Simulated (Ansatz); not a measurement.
Runs of Ansatz 0.2.0 on I. It takes space group Cmce (No. 64, orthorhombic). The conventional cell has a = 7.270 Å, b = 4.790 Å, c = 9.793 Å, α = 90.00°, β = 90.00°, γ = 90.00°. Around I (site symmetry m) lie 1 I at 2.68 Å. 

| task | level | cell | k mesh | cutoff (eV) | smearing | points for each segment of the path | screening (1/Å) | share of exact exchange | gap on the mesh (eV) | pressure (GPa) | largest force (eV/Å) |
| --- | --- | --- | --- | --- | --- | --- | --- | --- | --- | --- | --- |
| band structure | r2SCAN | as given | 7 × 7 × 3 | 500 | fermi-dirac 0.05 eV | 14 | - | - | (b) | 1.2 | (a) |
| relaxation of cell and atoms | LDA | relaxed | 5 × 5 × 3 | 420 | fermi-dirac 0.05 eV | - | - | - | 0.76 | 0.0 | - |
| single point | HSE06 form with a typed share of exact exchange | as given | 4 × 4 × 2 | 420 | fermi-dirac 0.05 eV | - | 0.4 | 0.25 | (c) | - | 0.45 |
| band structure | LDA | as given | 7 × 7 × 3 | 420 | fermi-dirac 0.05 eV | 14 | - | - | 1.23 | -0.9 | 0.73 |
| phonons | PBEsol | as given | 6 × 6 × 3 | 420 | fixed | - | - | - | 1.27 | - | - |

Alike in all rows: potentials or basis Ansatz PAW; no spin polarisation.

**Question.** Estimate the missing entries.

**Answer.** (a) 0.64; (b) 1.58; (c) 1.79.

Caveats: spin-orbit coupling is left out, which moves the levels of the heavy elements; the PAW data sets come from PBE, with cores solved anew for the run's functional, which leaves a small shift of forces and pressure; odd divisions of the mesh miss points on the zone boundary, where band edges often lie, so the gap on the mesh can be too wide (some runs); the k mesh misses the band edges, so the gap on the mesh is wider than the one along the path (some runs); the plane-wave basis is chosen anew once the cell has moved, so the energies of steps on either side of that aren't comparable (some runs); some modes are imaginary (some runs).

A k mesh can miss the band edges, and the runs leave out spin-orbit coupling on I.

Not every run made on this cell is shown here.
